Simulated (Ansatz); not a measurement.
**Sb in Ansatz: convergence with k mesh**

Input of the first run (k mesh 2 × 2 × 2); the others differ in this setting and in those tied to it:

File input.yaml:

```yaml
crystal:
  lattice:
    - [2.1542, 1.2437279499, 3.758]
    - [-2.1542, 1.2437279499, 3.758]
    - [0.0, -2.4874558998, 3.758]
  atoms:
    - { symbol: Sb, position: [0.767643, 0.755074, 0.764791] }
    - { symbol: Sb, position: [0.250038, 0.227441, 0.222317] }
hamiltonian:
  xc: pbe
  pseudopotentials: { kind: paw, source: jth }
kpoints:
  mp_grid: { grid: [2, 2, 2] }
scf:
  occupations: { method: cold, width: 0.1 }
output:
  forces: true
  stress: true
  eigenvalues: true
```

Potentials or basis: JTH PAW.

Command:

```console
$ ansatz run input.yaml --threads 2 --pin off --max-ram 5632MiB --backend cpu --events-out ev --progress --plain --runs-dir out
```

The cell isn't the ideal one: atoms moved at random, drawn with an rms of 0.05 Å.

Hardware: 2 threads of Intel(R) Xeon(R) Processor @ 2.50GHz (Skylake/Cascade Lake) (shared host).

```csv
k mesh,"energy less the tightest run, at zero smearing (meV/atom)",pressure (GPa),largest force (eV/Å),gap on the mesh (eV),SCF cycles,CPU time (s),peak memory (GiB)
2 × 2 × 2,1012.25,7.83,1.787,-,9,12,0.68
3 × 3 × 3,-48.75,3.06,0.270,1.107,6,17,0.73
4 × 4 × 4,-18.45,2.21,0.238,0.000,8,35,0.88
6 × 6 × 6,-6.38,2.21,0.155,0.000,6,96,1.4
7 × 7 × 7,-8.94,2.26,0.116,0.176,6,150,1.8
9 × 9 × 9,-2.31,2.22,0.117,0.000,7,380,3
10 × 10 × 10,-1.17,2.21,0.121,0.000,7,470,3.9
12 × 12 × 12,0.00,2.20,0.127,0.000,7,820,4.9
```

Against the tightest run, the pressure stays within 0.1 GPa from 4 × 4 × 4 on; the gap on the mesh stays within 0.01 eV from 9 × 9 × 9 on. Not settled before the last step: the energy (to 1 meV/atom), the largest force (to 0.005 eV/Å). Meshes of other sizes hit other points, so gaps and Fermi surfaces needn't settle smoothly. The tightest run that finished is the yardstick and may itself not be fully converged.

The run has no spin-orbit coupling, so splittings on Sb are missing.
